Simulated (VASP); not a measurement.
# From VASP inputs to Ansatz: SnSe (strained zincblende)

INCAR

```
GGA = PE
PREC = Accurate
LWAVE = .FALSE.
IBRION = -1
ISMEAR = -1
SIGMA = 0.02
EDIFF = 1E-7
NBANDS = 17
LCHARG = .FALSE.
LASPH = .TRUE.
NELM = 120
LREAL = .FALSE.
ENCUT = 520
ISIF = 2
NSW = 0
```

KPOINTS

```
KPOINTS created by Atomic Simulation Environment
0
Gamma
6 6 6
0 0 0
```

KPOINTS_OPT

```
special points
6
Reciprocal
0.0000000000 0.0000000000 0.0000000000 1
-0.5000000000 -0.5000000000 0.0000000000 1
-0.3750000000 -0.3750000000 0.2500000000 1
-0.3750000000 0.0000000000 0.3750000000 1
0.0000000000 0.0000000000 0.5000000000 1
-0.5000000000 -0.2500000000 0.2500000000 1
```

POSCAR

```
Sn Se
 1.0000000000000000
     0.0000000000000000    3.3639842879000001    3.5321835023000001
     3.3639842879000001    0.0000000000000000    3.5321835023000001
     3.3639842879000001    3.3639842879000001    0.0000000000000000
 Sn  Se
   1   1
Cartesian
  0.0000000000000000  0.0000000000000000  0.0000000000000000
  1.6819921439500001  1.6819921439500001  1.7660917511500005
```

VASP ran with the recommended PBE PAW datasets (20 valence electrons in the cell).

**Question.** Translate these files to an Ansatz input.

**Answer.** 

```yaml
crystal:
  lattice:
    - [0.0, 3.3639842879, 3.5321835023]
    - [3.3639842879, 0.0, 3.5321835023]
    - [3.3639842879, 3.3639842879, 0.0]
  atoms:
    - { symbol: Sn, position: [0.0, 0.0, 0.0] }
    - { symbol: Se, position: [0.25, 0.25, 0.25] }
kpoints:
  mp_grid: { grid: [6, 6, 6] }
  band_path:
    path:
      - [0.0, 0.0, 0.0]
      - [-0.5, -0.5, 0.0]
      - [-0.375, -0.375, 0.25]
      - [-0.375, 0.0, 0.375]
      - [0.0, 0.0, 0.5]
      - [-0.5, -0.25, 0.25]
    npoints: 1
hamiltonian:
  xc: pbe
scf:
  occupations: { method: fermi_dirac, width: 0.02 }
  n_extra_bands: 4
output:
  forces: true
  stress: true
  eigenvalues: true
```

Other inputs would serve too.

|  | VASP | Ansatz |
| --- | --- | --- |
| gap between bands v and c | 0.05 eV | 0.06 eV |
| least direct gap | 0.66 eV | 0.66 eV |
| pressure | -0.8 GPa | -0.8 GPa |

The two codes use different PAW datasets and cutoffs. VASP's cell holds 20 valence electrons and Ansatz's 30. Ansatz's stress includes a Pulay correction; VASP's doesn't.
